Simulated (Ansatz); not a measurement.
The cell was built from the sc type and relaxed in the same program, and has space group Pm-3m; it needn't be a known or the stable phase.

Ge: DFT, PBE, all-electron LAPW, scalar-relativistic (Ansatz 0.2.0). What sets it apart from a plain run of this crystal: point nuclei.

Command: `ansatz run input.yaml --threads 1 --pin off --max-ram 2048MiB --backend cpu --events-out ev --progress --plain --runs-dir out` The run took about 6.4 s on 1 thread of a shared machine.

```yaml
crystal:
  lattice:
    - [2.712074032, 0.0, 0.0]
    - [0.0, 2.712074032, 0.0]
    - [0.0, 0.0, 2.712074032]
  atoms:
    - { symbol: Ge, position: [0.0, 0.0, 0.0] }
kpoints:
  mp_grid: { grid: [13, 13, 13] }
scf:
  occupations: { method: fermi_dirac, width: 0.05 }
hamiltonian:
  xc: pbe
  pseudopotentials:
    kind: all_electron
    lapw: { basis_error: 0.00025 }
    nuclear_model: point
output:
  forces: true
  stress: true
  eigenvalues: true
```

Output (standing set-up lines are left out):

```
Pseudopotential: Ge, LAPW, valence charge 22, Koelling and Harmon's equation, point nucleus
Basis set: ecut = 285.534873748094 eV, 203 PW (Γ), exchange–correlation at level 2
SCF iter   1: F=—  HF=-57116.420877 eV  |F-HF|=—  |Δ(HF+E_count)|=         —  Δρ=1.08e-2  dr2=1.40e-2  ethr=6.35e-5  ⟨swp⟩=3.1  Hψ=8661  notcnv=0
preconditioner: auto → none  [metal: Δε(μ)=0.016 eV  Ē_g=26.830 eV  σ=0.050 eV  W_gap=0.08  n_scr=6 (ndim 8)  ℏωp=31.1 eV  f_vac=0.000  D(μ)=0.63/eV (n_scr^D=6)  sad-step TF]
SCF iter   2: F=—  HF=-57116.416627 eV  |F-HF|=—  |Δ(HF+E_count)|=   4.25e-3  Δρ=7.45e-3  dr2=8.80e-3  ethr=6.35e-5  ⟨swp⟩=2.0  Hψ=3721  notcnv=0
SCF iter   3: F=—  HF=-57116.418864 eV  |F-HF|=—  |Δ(HF+E_count)|=   2.24e-3  Δρ=3.34e-3  dr2=1.73e-3  ethr=4.00e-5  ⟨swp⟩=2.0  Hψ=3668  notcnv=0
iter 4 solved again at ethr=6.19e-8 eV; its pass at ethr=7.88e-6 eV (dr2=1.36e-5 eV) is discarded
SCF iter   4: F=—  HF=-57116.419552 eV  |F-HF|=—  |Δ(HF+E_count)|=   6.89e-4  Δρ=2.44e-4  dr2=1.37e-5  ethr=6.19e-8  ⟨swp⟩=2.2  Hψ=6227  notcnv=0
SCF iter   5: F=—  HF=-57116.419554 eV  |F-HF|=—  |Δ(HF+E_count)|=   1.77e-6  Δρ=2.84e-5  dr2=1.09e-7  ethr=6.19e-8  ⟨swp⟩=2.9  Hψ=3713  notcnv=0
SCF iter   6: F=-57116.419554 eV  HF=-57116.419554 eV  |F-HF|=3.27e-10  |Δ(HF+E_count)|=   3.27e-7  Δρ=1.62e-6  dr2=2.48e-10  ethr=4.93e-10  ⟨swp⟩=3.0  Hψ=3784  notcnv=0
SCF 1 converged in 6 iterations: F = -57116.419554 eV  dr2 = 2.48e-10
SCF converged after 6 iterations
Free energy (F): -57116.419554 eV
Harris-Foulkes:  -57116.419554 eV  (|F-HF|=3.27e-10)
Internal energy: -57116.415085 eV  (E = F + TS)
E sigma→0 (E₀):  -57116.417320 eV
Entropy (-TS):   -0.004469 eV (-4.469 meV/atom)
Fermi energy:    11.638249 eV
--- Per-component energies (eV) ---
  E_band       = -1002.749505
  E_kinetic    = 58314.788881
  E_xc         = -2169.880231
  E_electrostatic = -113261.323735  (all electrons and nuclei)
  E_smearing   = -0.004469  (= −TS)
  E_closure    = 0.000000  (closes the sum)
  E_atoms      = -57112.148651  (free atoms, spherical and without spin; not in F)
  Σ components = -57116.419554   (vs F -57116.419554, Δ=0.00e0)
  Basis errors (estimates in eV, not in F): energy 8.7e-5 per atom: plane waves 8.2e-5 (4.4e-5 summed), levels above the bands 9.9e-63, relativity 8.2e-9, radial functions 4.8e-6, core shells 8.6e-15; eigenvalues (radial functions only) 7.4e-7; not estimated: angular momenta, meshes, grids; target (lapw.basis_error) 2.5e-4; muffin-tin radii Ge 1.356 Å
--- Forces (eV/Å), atoms counted from 1 ---
  atom   1  Ge    -0.00000000    -0.00000000     0.00000000
  max |Σ_I F_I| component: 6.90e-34 eV/Å
--- Stress (GPa, compression-positive) ---
        0.030216       0.000000      -0.000000
        0.000000       0.030216       0.000000
       -0.000000       0.000000       0.030216
  P = ⅓ Tr σ = 0.0302 GPa (0.302 kbar)
--- Band table (eV; the first three rows and the last of 84) ---
  k-point 0: bands = ["-152.0382", "-99.1634", "-99.1634", "-99.1634", "-13.0876", "-13.0876", "-12.8470", "-12.8470", "-12.8470", "-1.1417", "18.1551", "18.1551", "18.1551", "21.5329", "21.5329"]
  k-point 1: bands = ["-152.0382", "-99.1636", "-99.1634", "-99.1634", "-13.0868", "-13.0766", "-12.8506", "-12.8506", "-12.8467", "-1.0263", "16.5554", "18.2657", "18.2657", "21.6352", "22.6590"]
  k-point 2: bands = ["-152.0382", "-99.1641", "-99.1633", "-99.1633", "-13.0847", "-13.0464", "-12.8607", "-12.8607", "-12.8459", "-0.6812", "14.0640", "18.5908", "18.5908", "21.9401", "23.4543"]
  k-point 83: bands = ["-152.0376", "-99.1663", "-99.1663", "-99.1663", "-12.9853", "-12.9850", "-12.9850", "-12.7725", "-12.7725", "10.0049", "11.9015", "11.9015", "12.6607", "18.3706", "18.6284"]
```
